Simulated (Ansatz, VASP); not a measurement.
## K: VASP and Ansatz over several settings

```
K
1.0
    -2.69756    2.69756    2.69756
     2.69756   -2.69756    2.69756
     2.69756    2.69756   -2.69756
K
1
Direct
  0.00000 0.00000 0.00000
```

Single points on this cell with VASP 6.6.1 and Ansatz 0.2.0. Each row is one pair of runs. Alike in all rows: spin: off; k mesh: 7 × 7 × 7; Ansatz's potentials, cutoff: Ansatz PAW, 420 eV.

| level | smearing | VASP's potentials, cutoff | gap on the k mesh at the Fermi level (eV), VASP | gap on the k mesh at the Fermi level (eV), Ansatz | pressure (GPa), VASP | pressure (GPa), Ansatz |
| --- | --- | --- | --- | --- | --- | --- |
| PBE | fermi-dirac, width 0.05 eV | VASP PAW PBE potentials, release 64 (K_sv), 520 eV | none | none | -0.2 | -0.2 |
| RPBE | gaussian, width 0.05 eV | VASP PAW PBE potentials, release 54 (K_sv), 520 eV | none | none | 0.1 | 0.1 |
| LDA | gaussian, width 0.1 eV | VASP PAW LDA potentials, release 54 (K_sv), 520 eV | none | none | -0.6 | -0.6 |

Pressure (GPa): the two programs differ by at most 0.01.

A gap of «none» marks a metal or a gap that the smearing closes.

Caveats: the PAW data sets were made with another functional, which shifts forces and pressure a little (VASP); the PAW data sets come from PBE, with cores solved anew for the run's functional, which leaves a small shift of forces and pressure (Ansatz).
